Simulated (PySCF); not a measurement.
Wanted: an ASE script for a PySCF 2.14.0 run.

```yaml
Task: G0W0 quasiparticle levels
Functional: PBE
Potentials_or_basis: DZVP-MOLOPT-HYB/GTH-HYB (UZH) (potentials made for PBE0)
k_mesh: 2 × 2 × 2
Occupations: fixed
Spin: no spin polarisation
Density_cutoff: 75 Ha
Exponents_discarded_below_exp_to_discard: 0.02 1/bohr^2
Potentials: Cd GTH-HYB-q12, Te GTH-HYB-q6
conv_tol: 1e-08 Ha
max_cycle: 60
Coulomb_method: range-separated Gaussian density fitting
Grid_for_exchange_and_correlation: uniform
```

The structure of CdTe lies in CdTe.cif:

```cif
data_CdTe
_cell_length_a 4.53255447
_cell_length_b 4.53255447
_cell_length_c 4.53255447
_cell_angle_alpha 60.00000000
_cell_angle_beta 60.00000000
_cell_angle_gamma 60.00000000
_space_group_name_H-M_alt 'P1'
_space_group_name_Hall 'P 1'
_space_group_IT_number 1
loop_
_space_group_symop_operation_xyz
'x,y,z'
loop_
_atom_site_label
_atom_site_type_symbol
_atom_site_symmetry_multiplicity
_atom_site_Wyckoff_symbol
_atom_site_fract_x
_atom_site_fract_y
_atom_site_fract_z
_atom_site_occupancy
Te1 Te 1 a 0.7500000000 0.7500000000 0.7500000000 1
Cd1 Cd 1 a 0.0000000000 0.0000000000 0.0000000000 1
```

The input as run:

run.py

```python
import json
import numpy as np
from pyscf.pbc import gto, scf, dft, df
from pyscf.pbc.tools import pyscf_ase
from ase.io import read

atoms = read('CdTe.cif')
cell = pyscf_ase.cell_from_ase(atoms)
cell.basis = {'Cd': 'DZVP-MOLOPT-HYB-GTH-q12', 'Te': 'DZVP-MOLOPT-HYB-GTH-q6'}
cell.pseudo = {'Cd': 'GTH-HYB-q12', 'Te': 'GTH-HYB-q6'}
cell.ke_cutoff = 75  # hartree
cell.exp_to_discard = 0.02
cell.precision = 1e-08
cell.max_memory = 5880  # MB
cell.verbose = 4
cell.build()

res = {}
kpts = cell.make_kpts([2, 2, 2])
mf = dft.KRKS(cell, kpts, xc='pbe')
mf = mf.rs_density_fit()
mf.with_df._cderi_to_save = 'cderi.h5'
mf.with_df.build(j_only=False)
mf.grids = dft.gen_grid.UniformGrids(cell)
mf.conv_tol = 1e-08
mf.max_cycle = 60

mf.kernel()
res.update(converged=bool(mf.converged), e_tot=mf.e_tot, nelec=cell.nelectron, nao=cell.nao, mesh=list(map(int, cell.mesh)), a=cell.lattice_vectors().tolist(), coords=cell.atom_coords().tolist(),
           mo_energy=[np.real(x).tolist() for x in mf.mo_energy], mo_occ=[np.real(x).tolist() for x in mf.mo_occ])
import h5py
print('fit functions by k pair:', sorted({v['0'].shape[0] for v in h5py.File(mf.with_df._cderi)['j3c'].values()}))
res.update(kpts=cell.get_scaled_kpts(kpts).tolist())
res['parts'] = {k: float(np.real(v)) for k, v in mf.scf_summary.items() if np.isscalar(v)}
json.dump(res, open('results.json', 'w'))
if not mf.converged:
    raise SystemExit('SCF not converged')

print('levels (eV)')
for i, kp in enumerate(res['kpts'][:40]):
    print('k %7.4f %7.4f %7.4f  ' % tuple(kp), ' '.join('%.3f' % (x * 27.211386) for x in res['mo_energy'][i][:14]))

# Mulliken populations
dm, s = np.asarray(mf.make_rdm1()), np.asarray(mf.get_ovlp())
sites = cell.aoslice_by_atom()[:, 2:]
tot = np.einsum('kij,kji->i', dm, s).real / len(kpts)
res['mulliken'] = [cell.atom_charge(i) - tot[a0:a1].sum() for i, (a0, a1) in enumerate(sites)]
print('Mulliken charges', np.round(res['mulliken'], 5))

from pyscf.pbc.gw.krgw_ac import KRGWAC
gw = KRGWAC(mf)
gw.fc = True
orbs = list(range(6, 12))
gw.kernel(orbs=orbs)
res['orbs'] = orbs
res['qp'] = np.asarray(gw.mo_energy).real.tolist()
res['done'] = True
json.dump(res, open('results.json', 'w'))
```

Potentials or basis: DZVP-MOLOPT-HYB/GTH-HYB (UZH) (potentials made for PBE0).

Command:

```sh
$ OMP_NUM_THREADS=4 python -u run.py > log
```

It gave:

```
Band gap on the k mesh, mean-field level : 0.86 eV, direct
Mulliken charges                         : Te +0.01; Cd -0.01 e
Quasiparticle gap                        : 0.93 eV
Least direct quasiparticle gap           : 0.93 eV
```

Caveat: the k mesh is coarse (spacing up to 0.85 Å⁻¹), so the values aren't converged; mesh and basis are far too small for converged many-body values: gaps can be off by tenths of an eV to over 1 eV, and much correlation energy is missing; Mulliken charges move with the basis; total energy, band gap and charges are those of the mean-field reference; spin-orbit coupling is left out, which moves the levels of the heavy elements; the basis of atomic orbitals isn't converged, which shifts pressures, moduli and gaps.

It took 8 min on 4 threads of Intel(R) Xeon(R) Platinum 8375C CPU @ 2.90GHz (Ice Lake) (shared host), peak memory 1 GiB.
